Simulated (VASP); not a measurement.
Wanted: the native input for a VASP 6.6.1 run.

| Property | Result |
| --- | --- |
| Task | band structure |
| Functional | PBE |
| Potentials or basis | VASP PAW PBE potentials, release 64 (Zn, S) |
| Cutoff | 500 eV |
| k mesh | 8 × 8 × 3 |
| Occupations | fermi-dirac, width 0.05 eV |
| Spin | no spin polarisation |
| Further INCAR settings | ALGO = Normal; EDIFF = 1e-06 |

The structure of ZnS (Wurtzite-4H) lies in POSCAR:

```
ZnS
1.0
    3.8227000000      0.0000000000      0.0000000000
   -1.9113500000      3.3105553110      0.0000000000
    0.0000000000      0.0000000000     12.5200000000
Zn S
4 4
Direct
    0.6666666667      0.3333333333      0.7500000000
    0.3333333333      0.6666666667      0.2500000000
    0.0000000000      0.0000000000      0.5000000000
    0.0000000000      0.0000000000      0.0000000000
    0.6666666667      0.3333333333      0.9375000000
    0.3333333333      0.6666666667      0.4375000000
    0.0000000000      0.0000000000      0.6875000000
    0.0000000000      0.0000000000      0.1875000000
```

The input as run:

INCAR

```
SYSTEM = ZnS
ALGO     = Normal         ! electronic algorithm
EDIFF    = 1E-6           ! SCF threshold, eV
ENCUT    = 500            ! plane-wave cutoff, eV
GGA      = PE             ! functional
ISIF     = 2              ! what is computed and relaxed
ISMEAR   = -1             ! smearing method
LASPH    = .TRUE.         ! aspherical terms in the spheres
LCHARG   = .FALSE.        ! write CHGCAR
LREAL    = .FALSE.        ! projectors in reciprocal space
LWAVE    = .FALSE.        ! write WAVECAR
NELM     = 80             ! most SCF steps
PREC     = Accurate       ! precision mode
SIGMA    = 0.05           ! smearing width, eV
```

KPOINTS

```
k-points
0
G
  8 8 3
  0 0 0
```

KPOINTS_OPT

```
path GMKGALHA,LM,KH
10
line-mode
reciprocal
 0.0000000000  0.0000000000  0.0000000000  G
 0.5000000000  0.0000000000  0.0000000000  M

 0.5000000000  0.0000000000  0.0000000000  M
 0.3333333333  0.3333333333  0.0000000000  K

 0.3333333333  0.3333333333  0.0000000000  K
 0.0000000000  0.0000000000  0.0000000000  G

 0.0000000000  0.0000000000  0.0000000000  G
 0.0000000000  0.0000000000  0.5000000000  A

 0.0000000000  0.0000000000  0.5000000000  A
 0.5000000000  0.0000000000  0.5000000000  L

 0.5000000000  0.0000000000  0.5000000000  L
 0.3333333333  0.3333333333  0.5000000000  H

 0.3333333333  0.3333333333  0.5000000000  H
 0.0000000000  0.0000000000  0.5000000000  A

 0.5000000000  0.0000000000  0.5000000000  L
 0.5000000000  0.0000000000  0.0000000000  M

 0.3333333333  0.3333333333  0.0000000000  K
 0.3333333333  0.3333333333  0.5000000000  H
```

Potentials or basis: VASP PAW PBE potentials, release 64 (Zn, S).

Command:

```bash
$ cat potpaw_PBE.64/Zn/POTCAR potpaw_PBE.64/S/POTCAR > POTCAR
$ mpirun -np 1 vasp_std > vasp.out
```

It gave:

```
Pressure                : 1.5 GPa
Largest force           : 0.044 eV/Å
Band gap on the k mesh  : 2.13 eV, direct
Band gap along the path : 2.13 eV, direct
```

Wall time 3.9 min on 1 thread of Intel(R) Xeon(R) 6975P-C (Granite Rapids), with other jobs on the host, peak memory 0.34 GiB.
